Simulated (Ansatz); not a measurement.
The system is Hg.

```
Hg
1.0
    -1.87674    1.87674    1.91684
     1.87674   -1.87674    1.91684
     1.87674    1.87674   -1.91684
Hg
1
Direct
  0.50000 0.50000 0.00000
```

- Program: Ansatz 0.2.0
- Task: single point
- Functional: PBE
- Potentials or basis: all-electron LAPW, scalar-relativistic
- Cutoff: 185 eV (chosen from the basis error)
- Basis error allowed: 0.001 eV/atom
- k mesh: 10 × 10 × 10
- Occupations: fermi-dirac, width 0.05 eV
- Spin: no spin polarisation

On this cell: pressure 1.4 GPa; band gap on the k mesh none (metal or under the smearing width).

The same run follows on a disturbed copy (cell strained at random at fixed volume):

```xyz
1
Lattice="-1.9130 1.8561 1.9215 1.8750 -1.8958 1.9232 1.8916 1.8745 -1.9604" Properties=species:S:1:pos:R:3 pbc="T T T"
Hg   -0.0380   -0.0189    1.9169
```

Task: What does the disturbed cell give?

Result: The energy (extrapolated to zero smearing) moves by +0.1 meV/atom; pressure 1.4 GPa; band gap on the k mesh none (metal or under the smearing width).

Stress tensor (GPa, compression positive):
```
1.40 0.03 0.13
0.03 1.18 0.13
0.13 0.13 1.49
```
